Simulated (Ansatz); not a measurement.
# MoS2: the cost of one run

Method: DFT PBE, scalar-relativistic, plane waves, PAW, in Ansatz 0.2.0.

## Step 1: The starting structure

It takes space group R3m (No. 160, trigonal). The conventional cell has a = 3.160 Å, b = 3.160 Å, c = 18.450 Å, α = 90.00°, β = 90.00°, γ = 120.00°. Mo (site symmetry 3m) is surrounded by 6 S at 2.39 Å. Around S (site symmetry 3m) lie 3 Mo at 2.39 Å.

Structure file:

```xyz
48
Lattice="6.3200 0.0000 0.0000 0.0000 10.9466 0.0000 -1.5800 -0.9122 12.3000" Properties=species:S:1:pos:R:3 pbc="T T T"
Mo    0.0000    0.0000    0.0000
Mo    3.1600    0.0000    0.0000
Mo    1.5800    2.7366    0.0000
Mo    1.5800    0.9122    6.1500
Mo    4.7400    2.7366    0.0000
Mo    4.7400    0.9122    6.1500
Mo    3.1600    5.4733    0.0000
Mo    3.1600    3.6489    6.1500
Mo    0.0000    5.4733    0.0000
Mo    0.0000    3.6489    6.1500
Mo    4.7400    8.2099    0.0000
Mo    4.7400    6.3855    6.1500
Mo    1.5800    8.2099    0.0000
Mo    1.5800    6.3855    6.1500
Mo    0.0000    9.1221    6.1500
Mo    3.1600    9.1221    6.1500
S     0.0000    0.0000    4.6125
S     3.1600    0.0000    4.6125
S     1.5800    2.7366    4.6125
S     1.5800    0.9122   10.7625
S     4.7400    2.7366    4.6125
S     4.7400    0.9122   10.7625
S     3.1600    5.4733    4.6125
S     3.1600    3.6489   10.7625
S     0.0000    5.4733    4.6125
S     0.0000    3.6489   10.7625
S     4.7400    8.2099    4.6125
S     4.7400    6.3855   10.7625
S     1.5800    8.2099    4.6125
S     1.5800    6.3855   10.7625
S     0.0000    9.1221   10.7625
S     3.1600    9.1221   10.7625
S     0.0000    0.0000    7.6936
S     3.1600    0.0000    7.6936
S     1.5800    2.7366    7.6936
S     3.1600    1.8244    1.5437
S     4.7400    2.7366    7.6937
S     0.0000    1.8244    1.5437
S     3.1600    5.4733    7.6937
S     4.7400    4.5611    1.5437
S     0.0000    5.4733    7.6937
S     1.5800    4.5611    1.5436
S     4.7400    8.2099    7.6937
S     0.0000    7.2977    1.5436
S     1.5800    8.2099    7.6936
S     3.1600    7.2977    1.5436
S     1.5800   10.0343    1.5436
S     4.7400   10.0343    1.5436
```

The runs take a perfect supercell of 48 atoms; the defect goes to fractional position (0.094, 0.031, 0.375).

## Step 2: The perfect supercell

Input file input.yaml:

```yaml
crystal:
  lattice:
    - [6.32, -1.0e-06, 0.0]
    - [0.0, 10.94656, 0.0]
    - [-1.58, -0.912213, 12.3]
  atoms:
    - { symbol: Mo, position: [0.0, 0.0, 0.0] }
    - { symbol: Mo, position: [0.5, 0.0, 0.0] }
    - { symbol: Mo, position: [0.25, 0.25, 0.0] }
    - { symbol: Mo, position: [0.375, 0.125, 0.5] }
    - { symbol: Mo, position: [0.75, 0.25, 0.0] }
    - { symbol: Mo, position: [0.875, 0.125, 0.5] }
    - { symbol: Mo, position: [0.5, 0.5, 0.0] }
    - { symbol: Mo, position: [0.625, 0.375, 0.5] }
    - { symbol: Mo, position: [0.0, 0.5, 0.0] }
    - { symbol: Mo, position: [0.125, 0.375, 0.5] }
    - { symbol: Mo, position: [0.75, 0.75, 0.0] }
    - { symbol: Mo, position: [0.875, 0.625, 0.5] }
    - { symbol: Mo, position: [0.25, 0.75, 0.0] }
    - { symbol: Mo, position: [0.375, 0.625, 0.5] }
    - { symbol: Mo, position: [0.125, 0.875, 0.5] }
    - { symbol: Mo, position: [0.625, 0.875, 0.5] }
    - { symbol: S, position: [0.09375, 0.03125, 0.375] }
    - { symbol: S, position: [0.59375, 0.03125, 0.375] }
    - { symbol: S, position: [0.34375, 0.28125, 0.375] }
    - { symbol: S, position: [0.46875, 0.15625, 0.875] }
    - { symbol: S, position: [0.84375, 0.28125, 0.375] }
    - { symbol: S, position: [0.96875, 0.15625, 0.875] }
    - { symbol: S, position: [0.59375, 0.53125, 0.375] }
    - { symbol: S, position: [0.71875, 0.40625, 0.875] }
    - { symbol: S, position: [0.09375, 0.53125, 0.375] }
    - { symbol: S, position: [0.21875, 0.40625, 0.875] }
    - { symbol: S, position: [0.84375, 0.78125, 0.375] }
    - { symbol: S, position: [0.96875, 0.65625, 0.875] }
    - { symbol: S, position: [0.34375, 0.78125, 0.375] }
    - { symbol: S, position: [0.46875, 0.65625, 0.875] }
    - { symbol: S, position: [0.21875, 0.90625, 0.875] }
    - { symbol: S, position: [0.71875, 0.90625, 0.875] }
    - { symbol: S, position: [0.156375, 0.052125, 0.6255] }
    - { symbol: S, position: [0.656375, 0.052125, 0.6255] }
    - { symbol: S, position: [0.406375, 0.302125, 0.6255] }
    - { symbol: S, position: [0.531375, 0.177125, 0.1255] }
    - { symbol: S, position: [0.906375, 0.302125, 0.6255] }
    - { symbol: S, position: [0.031375, 0.177125, 0.1255] }
    - { symbol: S, position: [0.656375, 0.552125, 0.6255] }
    - { symbol: S, position: [0.781375, 0.427125, 0.1255] }
    - { symbol: S, position: [0.156375, 0.552125, 0.6255] }
    - { symbol: S, position: [0.281375, 0.427125, 0.1255] }
    - { symbol: S, position: [0.906375, 0.802125, 0.6255] }
    - { symbol: S, position: [0.031375, 0.677125, 0.1255] }
    - { symbol: S, position: [0.406375, 0.802125, 0.6255] }
    - { symbol: S, position: [0.531375, 0.677125, 0.1255] }
    - { symbol: S, position: [0.281375, 0.927125, 0.1255] }
    - { symbol: S, position: [0.781375, 0.927125, 0.1255] }
basis:
  ecutwfc: 420
  fft_grid_basis: typed
kpoints:
  mp_grid: { grid: [2, 1, 1] }
hamiltonian:
  xc: pbe
  pseudopotentials: { kind: paw }
scf:
  occupations: { method: gaussian, width: 0.05 }
output:
  forces: true
  stress: false
  eigenvalues: true
  bader: false
  write_density: true
  volumetric_format: npy
```

On the command line:

```
$ ansatz run input.yaml --threads 4 --pin off --max-ram 10240MiB --backend cpu --events-out ev --progress --plain --runs-dir out
```

**Question.** How long does this run take on 4 threads of AMD EPYC 9R45 (Zen 5), shared host, and how much memory does it need?

About 2.9 s, with a peak of 2.3 GiB.
